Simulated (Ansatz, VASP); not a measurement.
# Two plane-wave programs on Ag

File POSCAR:

```
Ag
1.0
   -1.6445418934      1.6445418934      1.6445418934
    1.6445418934     -1.6445418934      1.6445418934
    1.6445418934      1.6445418934     -1.6445418934
Ag
1
Direct
    0.0000000000      0.0000000000      0.0000000000
```

The input INCAR.step1:

```
SYSTEM = Ag
  PREC = Accurate
  ENCUT = 520
  ISMEAR = -1
  SIGMA = 0.05
  LREAL = .FALSE.
  LASPH = .TRUE.
  NELM = 60
  NBANDS = 12
  GGA = PE
  ALGO = Normal
  EDIFF = 1E-4
  LWAVE = .TRUE.
  LCHARG = .FALSE.
```

INCAR.step2

```
SYSTEM = Ag
  PREC = Accurate
  ENCUT = 520
  EDIFF = 1E-6
  ISMEAR = -1
  SIGMA = 0.05
  LREAL = .FALSE.
  LASPH = .TRUE.
  NELM = 60
  ALGO = Normal
  ISIF = 2
  LWAVE = .FALSE.
  LCHARG = .TRUE.
  METAGGA = R2SCAN
  LMIXTAU = .TRUE.
  LELF = .TRUE.
  LVHAR = .TRUE.
  NBANDS = 12
  ISTART = 1
```

Contents of KPOINTS:

```
regular mesh
0
G
  11 11 11
  0 0 0
```

The input input.yaml:

```yaml
crystal:
  lattice:
    - [-1.6445418934, 1.6445418934, 1.6445418934]
    - [1.6445418934, -1.6445418934, 1.6445418934]
    - [1.6445418934, 1.6445418934, -1.6445418934]
  atoms:
    - { symbol: Ag, position: [0.0, 0.0, 0.0] }
hamiltonian:
  xc: r2scan
  pseudopotentials: { kind: paw }
kpoints:
  mp_grid: { grid: [11, 11, 11] }
scf:
  occupations: { method: fermi_dirac, width: 0.05 }
output:
  forces: true
  stress: true
  eigenvalues: true
```

This isn't the form of Ag at room conditions, which is fcc.

Alike in both runs: task single point; functional r2SCAN; k mesh 11 × 11 × 11; occupations fermi-dirac, width 0.05 eV; no spin polarisation.

|  | VASP | Ansatz |
| --- | --- | --- |
| version | VASP 6.6.1 | Ansatz 0.2.0 |
| potentials or method | VASP PAW PBE potentials, release 64 (Ag) | Ansatz PAW |
| plane-wave cutoff (eV) | 520 | 500 |
| valence electrons in the cell | 11 | 19 |

Ansatz gave:

* gap on the k mesh at the Fermi level (eV): none
* pressure (GPa): -2.0

Q: Which values does VASP return?

A: gap on the k mesh at the Fermi level (eV): none; pressure (GPa): -1.9.

A gap of «none» marks a metal or a gap that the smearing closes. The two sets of potentials don't hold the same shells in valence.

Caveats: the PAW data sets were made with another functional, which shifts forces and pressure a little (VASP); the PAW data sets come from PBE, with cores solved anew for the run's functional, which leaves a small shift of forces and pressure (Ansatz).
